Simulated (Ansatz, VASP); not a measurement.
**WSe in VASP and in Ansatz**

Contents of INCAR:

```
SYSTEM = WSe
ALGO = Normal
DIPOL = 0.5 0.5 0.500
EDIFF = 1E-6
ENCUT = 520
GGA = PE
IDIPOL = 3
ISIF = 2
ISMEAR = 0
LASPH = .TRUE.
LCHARG = .TRUE.
LDIPOL = .TRUE.
LELF = .TRUE.
LREAL = .FALSE.
LVACPOTAV = .TRUE.
LVHAR = .TRUE.
LWAVE = .FALSE.
NBANDS = 28
NELM = 100
PREC = Accurate
SIGMA = 0.05
```

Contents of KPOINTS:

```
k-points
0
G
  9 9 1
  0 0 0
```

POSCAR

```
WSe
1.0
    3.3200828448      0.0000000000      0.0000000000
   -1.6600414224      2.8752760862      0.0000000000
    0.0000000000      0.0000000000     31.6542363175
W Se
2 2
Direct
    0.0000000000      0.0000000000      0.2369351111
    0.0000000000      0.0000000000      0.7630648889
    0.3333333333      0.6666666667      0.2899562485
    0.3333333333      0.6666666667      0.7100437515
```

Input for Ansatz:

```yaml
crystal:
  lattice:
    - [3.3200828448, 0.0, 0.0]
    - [-1.6600414224, 2.8752760862, 0.0]
    - [0.0, 0.0, 31.6542363175]
  atoms:
    - { symbol: W, position: [0.0, 0.0, 0.2369351111] }
    - { symbol: Se, position: [0.3333333333, 0.6666666667, 0.2899562485] }
    - { symbol: Se, position: [0.3333333333, 0.6666666667, 0.7100437515] }
    - { symbol: W, position: [0.0, 0.0, 0.7630648889] }
basis:
  ecutwfc: 420
kpoints:
  mp_grid: { grid: [9, 9, 1] }
hamiltonian:
  xc: pbe
scf:
  occupations: { method: gaussian, width: 0.05 }
output:
  forces: true
  stress: true
  eigenvalues: true
  write_density: true
  write_potential: true
  elf: true
  volumetric_format: npy
efield:
  axis: 3
  dipole_correction: true
  ramp_width: 0.04
```

Alike in both runs: task single point; functional PBE; k mesh 9 × 9 × 1; occupations gaussian, width 0.05 eV; no spin polarisation.

|  | VASP | Ansatz |
| --- | --- | --- |
| version | VASP 6.6.1 | Ansatz 0.2.0 |
| potentials or method | VASP PAW PBE potentials, release 64 (W_sv, Se) | scalar-relativistic, plane waves, PAW |
| plane-wave cutoff (eV) | 520 | 420 |
| valence electrons in the cell | 40 | 60 |

```csv
,VASP,Ansatz,Ansatz less VASP
gap on the k mesh at the Fermi level (eV),0.34,0.34,-0.002
least direct gap on the mesh (eV),0.77,0.77,0.000
rms of the force components (eV/Å),0.382,0.399,+0.0170
```

The two sets of potentials don't hold the same shells in valence. Ansatz warned: «xc_potential_rough_in_thin_density».

Caveats: spin-orbit coupling is left out, which moves the levels of the heavy elements.
